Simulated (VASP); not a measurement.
# Si (Fd-3m) in VASP: notebook

One crystal, Si, is run at these levels: PBE+D3(BJ); tasks: single point, relaxation of cell and atoms.

Everything below comes from runs of VASP 6.6.1. Logs are shortened: lines on timing, memory, paths and dates and some standing lists are left out, and cuts for length are marked.

## 1. Starting point

It takes space group Fd-3m (No. 227, cubic). Conventional cell: a = 5.421 Å, b = 5.421 Å, c = 5.421 Å, α = 90.00°, β = 90.00°, γ = 90.00°. Si (site symmetry -43m) has 4 Si at 2.35 Å as nearest neighbours.

The cell was built by a generator and needn't be a form met in nature.

## 2. Single point, PBE+D3(BJ)

File INCAR:

```
SYSTEM = Si
PREC = Accurate ; ENCUT = 520
EDIFF = 1E-6 ; ISMEAR = 0
SIGMA = 0.02 ; LREAL = .FALSE.
LASPH = .TRUE. ; NELM = 100
ALGO = Normal ; ISIF = 2
LWAVE = .FALSE. ; LCHARG = .FALSE.
GGA = PE ; IVDW = 12
NBANDS = 11
```

File KPOINTS:

```
Automatic mesh
0
G
  12 12 12
  0 0 0
```

File POSCAR:

```
Si
1.0
    0.0000000000      2.7105460861      2.7105460861
    2.7105460861      0.0000000000      2.7105460861
    2.7105460861      2.7105460861      0.0000000000
Si
2
Direct
    0.0000000000      0.0000000000      0.0000000000
    0.2500000000      0.2500000000      0.2500000000
```

Potentials or basis: VASP PAW PBE potentials, release 64 (Si).

On the command line:

```bash
$ cat potpaw_PBE.64/Si/POTCAR > POTCAR
$ mpirun -np 1 vasp_std > vasp.out
```

OUTCAR:

```text
SYSTEM = Si
   PREC = Accurate
   ENCUT = 520
   EDIFF = 1E-6
   ISMEAR = 0
   LREAL = .FALSE.
   LASPH = .TRUE.
   NELM = 100
   ISIF = 2
   GGA = PE
   IVDW = 12
 IVDW          = 12

 ion  position               nearest neighbor table
   1  0.000  0.000  0.000-   2 2.35   2 2.35   2 2.35   2 2.35
   2  0.250  0.250  0.250-   1 2.35   1 2.35   1 2.35   1 2.35

  LATTYP: Found a face centered cubic cell.
 ALAT       =     5.4210921722

  Lattice vectors:

 A1 = (   0.0000000000,   2.7105460861,   2.7105460861)
 A2 = (   2.7105460861,   0.0000000000,   2.7105460861)
 A3 = (   2.7105460861,   2.7105460861,   0.0000000000)

Analysis of symmetry for initial positions (statically):
=====================================================================
 Subroutine PRICEL returns:
 Original cell was already a primitive cell.

 Routine SETGRP: Setting up the symmetry group for a
 face centered cubic supercell.

 Subroutine GETGRP returns: Found 48 space group operations
 (whereof 24 operations were pure point group operations)
 out of a pool of 48 trial point group operations.

The static configuration has the point symmetry T_d .
 The point group associated with its full space group is O_h .

Analysis of symmetry for dynamics (positions and initial velocities):
=====================================================================
 Subroutine PRICEL returns:
 Original cell was already a primitive cell.

 Routine SETGRP: Setting up the symmetry group for a
 face centered cubic supercell.

 Subroutine GETGRP returns: Found 48 space group operations
 (whereof 24 operations were pure point group operations)
 out of a pool of 48 trial point group operations.

The dynamic configuration has the point symmetry T_d .
 The point group associated with its full space group is O_h .

 Subroutine INISYM returns: Found 48 space group operations
 (whereof 24 operations are pure point group operations),
 and found     1 'primitive' translations

----------------------------------------------------------------------------------------

                                     Primitive cell

  volume of cell :      39.8291

  direct lattice vectors                    reciprocal lattice vectors
     0.000000000  2.710546086  2.710546086    -0.184464674  0.184464674  0.184464674
     2.710546086  0.000000000  2.710546086     0.184464674 -0.184464674  0.184464674
     2.710546086  2.710546086  0.000000000     0.184464674  0.184464674 -0.184464674

  length of vectors
     3.833291036  3.833291036  3.833291036     0.319502187  0.319502187  0.319502187

  position of ions in fractional coordinates (direct lattice)
     0.000000000  0.000000000  0.000000000
     0.250000000  0.250000000  0.250000000

  ion indices of the primitive-cell ions
   primitive index   ion index
                 1           1
                 2           2

----------------------------------------------------------------------------------------

 KPOINTS: Automatic mesh

Automatic generation of k-mesh.
 Grid dimensions read from file:
 generate k-points for:   12   12   12

 Generating k-lattice:

  Cartesian coordinates                     Fractional coordinates (reciprocal lattice)
    -0.015372056  0.015372056  0.015372056     0.083333333  0.000000000  0.000000000
     0.015372056 -0.015372056  0.015372056     0.000000000  0.083333333  0.000000000
     0.015372056  0.015372056 -0.015372056     0.000000000  0.000000000  0.083333333

  Length of vectors
     0.026625182  0.026625182  0.026625182

  Shift w.r.t. Gamma in fractional coordinates (k-lattice)
     0.000000000  0.000000000  0.000000000

 Subroutine IBZKPT returns following result:
 ===========================================

 Found     72 irreducible k-points:

 Following reciprocal coordinates:
            Coordinates               Weight
  0.000000  0.000000  0.000000      1.000000
  0.083333  0.000000  0.000000      8.000000
  0.166667  0.000000  0.000000      8.000000
  0.250000  0.000000  0.000000      8.000000
  0.333333  0.000000  0.000000      8.000000
  0.416667  0.000000  0.000000      8.000000
[... 16 lines left out ...]
  0.500000  0.166667  0.000000     24.000000
 -0.416667  0.166667  0.000000     24.000000
 [... further k-points ...]
   k-points           NKPTS =     72   k-points in BZ     NKDIM =     72   number of bands    NBANDS=     11
   number of dos      NEDOS =    301   number of ions     NIONS =      2
   total plane-waves  NPLWV =  27000
   dimension x,y,z NGX =    30 NGY =   30 NGZ =   30
   dimension x,y,z NGXF=    60 NGYF=   60 NGZF=   60
   ions per type =               2
   NGX,Y,Z   is equivalent  to a cutoff of  13.01, 13.01, 13.01 a.u.
   NGXF,Y,Z  is equivalent  to a cutoff of  26.02, 26.02, 26.02 a.u.
 SYSTEM =  Si
   PREC   = accura    normal or accurate (medium, high low for compatibility)
   ISTART =      0    job   : 0-new  1-cont  2-samecut
   ICHARG =      2    charge: 1-file 2-atom 10-const
   ISPIN  =      1    spin polarized calculation?
   LNONCOLLINEAR =      F non collinear calculations
   LSORBIT =      F    spin-orbit coupling
   LASPH  =      T    aspherical Exc in radial PAW
   ENCUT  =  520.0 eV  38.22 Ry    6.18 a.u.   7.13  7.13  7.13*2*pi/ulx,y,z
   NELM   =    100;   NELMIN=  2; NELMDL= -5     # of ELM steps
   EDIFF  = 0.1E-05   stopping-criterion for ELM
   LREAL  =      F    real-space projection
   EDIFFG = 0.1E-04   stopping-criterion for IOM
   NSW    =      0    number of steps for IOM
   IBRION =     -1    ionic relax: 0-MD 1-quasi-New 2-CG
   NFREE  =      0    steps in history (QN), initial steepest desc. (CG)
   ISIF   =      2    stress and relaxation
   ISYM   =      2    0-nonsym 1-usesym 2-fastsym
   POTIM  = 0.5000    time-step for ionic-motion
   TEBEG  =    0.0;   TEEND  =   0.0 temperature during run
   PSTRESS=    0.0 pullay stress
   NELECT =       8.0000    total number of electrons
   NUPDOWN=      -1.0000    fix difference up-down
   EMIN   =  10.00;   EMAX   =-10.00  energy-range for DOS
   EFERMI =   0.00;   METHOD = LEGACY
   ISMEAR =     0;   SIGMA  =   0.02  broadening in eV -4-tet -1-fermi 0-gaus
   EFERMI_NEDOS =   21; number of points for ismear=-14 and -15
   IALGO  =     38    algorithm
   IMIX   =      4    mixing-type and parameters
     AMIX     =   0.40;   BMIX     =  1.00
     AMIX_MAG =   1.60;   BMIX_MAG =  1.00
  volume/ion in A,a.u.               =      19.91       134.39
  Fermi-wavevector in a.u.,A,eV,Ry     =   0.958749  1.811772 12.506457  0.919199
  Thomas-Fermi vector in A             =   2.087883
   LORBIT       =      0    0 simple, 1 ext, 2 COOP (PROOUT), +10 PAW based schemes
   GGA     = PE    functional components
   LHFCALC =     F    Hartree Fock is set to
   AEXX    =    0.0000 exact exchange contribution
   IVDW    =    12    specifies the selected vdW correction
   LEPSILON=     F    determine dielectric tensor
   LRPA    =     F    only Hartree local field effects (RPA)
 non-spin polarized calculation
 Gauss-broadening in eV      SIGMA  =   0.02
  energy-cutoff  :      520.00
  volume of cell :       39.83
 maximum number of plane-waves:      1090
 NGX is ok and might be reduce to    30
   NGX = 15   NGY = 15   NGZ = 15

 number of electron       8.0000000 magnetization

 Free energy of the ion-electron system (eV)
  ---------------------------------------------------
  ext. energy  EPLUGINS =         0.00000000
  ---------------------------------------------------
  free energy    TOTEN  =       -10.84179568 eV

  energy without entropy =      -10.84179568  energy(sigma->0) =      -10.84179568

 E-fermi :   6.0264     XC(G=0):  -9.4302

 val. band max:        5.8793514052   @ k =   0.0000   0.0000   0.0000
 cond. band min:       6.4427291046   @ k =   0.4167   0.4167   0.0000
 fundamental gap:      0.5633776994
 Fermi energy:         6.0263708011

 k-point     1 :       0.0000    0.0000    0.0000
  band No.  band energies     occupation
      1      -6.1146      2.00000
      2       5.8794      2.00000
      3       5.8794      2.00000
      4       5.8794      2.00000
      5       8.4475      0.00000
      6       8.4475      0.00000
      7       8.4475      0.00000
      8       9.3145      0.00000
      9      13.6023      0.00000
     10      13.6023      0.00000
     11      13.8601      0.00000

 k-point     2 :       0.0833    0.0000    0.0000
  band No.  band energies     occupation
      1      -6.0231      2.00000
      2       5.0219      2.00000
      3       5.7351      2.00000
      4       5.7351      2.00000
      5       8.5010      0.00000
      6       8.6599      0.00000
      7       8.6599      0.00000
      8       9.9665      0.00000
      9      13.3323      0.00000
     10      13.3323      0.00000
     11      14.2468      0.00000

 k-point     3 :       0.1667    0.0000    0.0000
  band No.  band energies     occupation
      1      -5.7517      2.00000
      2       3.4968      2.00000
      3       5.4276      2.00000
      4       5.4276      2.00000
      5       8.2508      0.00000
      6       9.0973      0.00000
      7       9.0973      0.00000
      8      11.3848      0.00000
      9      12.9650      0.00000
     10      12.9650      0.00000
     11      14.9920      0.00000
[... 267 lines left out ...]
 k-point    23 :       0.5000    0.1667    0.0000
  band No.  band energies     occupation
      1      -3.6104      2.00000
      2      -0.7424      2.00000
      3       3.0948      2.00000
      4       4.0971      2.00000
      5       7.9233      0.00000
      6      10.0109      0.00000
      7      10.5063      0.00000
      8      12.3166      0.00000
      9      15.3253      0.00000
     10      16.3724      0.00000
     11      17.6982      0.00000

 k-point    24 :      -0.4167    0.1667    0.0000
  band No.  band energies     occupation
      1      -3.4950      2.00000
      2      -0.9034      2.00000
      3       2.8795      2.00000
      4       4.2821      2.00000
      5       8.0708      0.00000
      6       9.9613      0.00000
      7      10.2790      0.00000
      8      13.8794      0.00000
      9      14.4633      0.00000
     10      14.6769      0.00000
     11      17.0750      0.00000

 [... further k-points ...]

------------------------ aborting loop because EDIFF is reached ----------------------------------------

 Edisp (eV)   -0.63163

 E8    (eV) :    -0.2619

  FORCE on cell =-STRESS in cart. coord.  units (eV):
  Direction    XX          YY          ZZ          XY          YZ          ZX
  --------------------------------------------------------------------------------------
  -------------------------------------------------------------------------------------
  Total      -0.01439    -0.01439    -0.01439    -0.00000     0.00000    -0.00000
  in kB      -0.57898    -0.57898    -0.57898    -0.00000     0.00000    -0.00000
  external pressure =       -0.58 kB  Pullay stress =        0.00 kB

 VOLUME and BASIS-vectors are now :
 -----------------------------------------------------------------------------
  energy-cutoff  :      520.00
  volume of cell :       39.83
      direct lattice vectors                 reciprocal lattice vectors
     0.000000000  2.710546086  2.710546086    -0.184464674  0.184464674  0.184464674
     2.710546086  0.000000000  2.710546086     0.184464674 -0.184464674  0.184464674
     2.710546086  2.710546086  0.000000000     0.184464674  0.184464674 -0.184464674

 POSITION                                       TOTAL-FORCE (eV/Angst)
 -----------------------------------------------------------------------------------
      0.00000      0.00000      0.00000        -0.000000     -0.000000     -0.000000
      1.35527      1.35527      1.35527         0.000000      0.000000      0.000000
 -----------------------------------------------------------------------------------
    total drift:                               -0.000000     -0.000000     -0.000000

  FREE ENERGIE OF THE ION-ELECTRON SYSTEM (eV)
  ---------------------------------------------------
  free  energy   TOTEN  =       -11.4734300566 eV

  energy  without entropy=      -11.4734300566  energy(sigma->0) =      -11.47343006
```

Wall time 28 s (1 thread of Intel Xeon Platinum 8488C (Sapphire Rapids), shared host); peak memory 0.17 GiB.

What came out:

```
Free energy                : -11.4734 eV
Pressure                   : -0.1 GPa
Band gap on the k mesh     : 0.56 eV, indirect (least direct gap 2.57 eV)
Dispersion energy per atom : -0.316 eV
```

Levels at points of the mesh, in eV from the valence-band top:
| k point | band 1 | band 2 | band 3 | band 4 | band 5 | band 6 | band 7 | band 8 |
| --- | --- | --- | --- | --- | --- | --- | --- | --- |
| (0.00, 0.00, 0.00) | -11.99 | 0.00 | 0.00 | 0.00 | 2.57 | 2.57 | 2.57 | 3.44 |
| (0.50, 0.00, 0.00) | -9.65 | -6.99 | -1.20 | -1.20 | 1.56 | 3.34 | 3.34 | 7.74 |
| (0.50, 0.50, 0.00) | -7.83 | -7.83 | -2.86 | -2.86 | 0.70 | 0.70 | 10.16 | 10.16 |

A k mesh can miss the band edges. PBE gaps usually lie below the measured ones, often by a third to a half.

(Continued in part 2 of 2.)
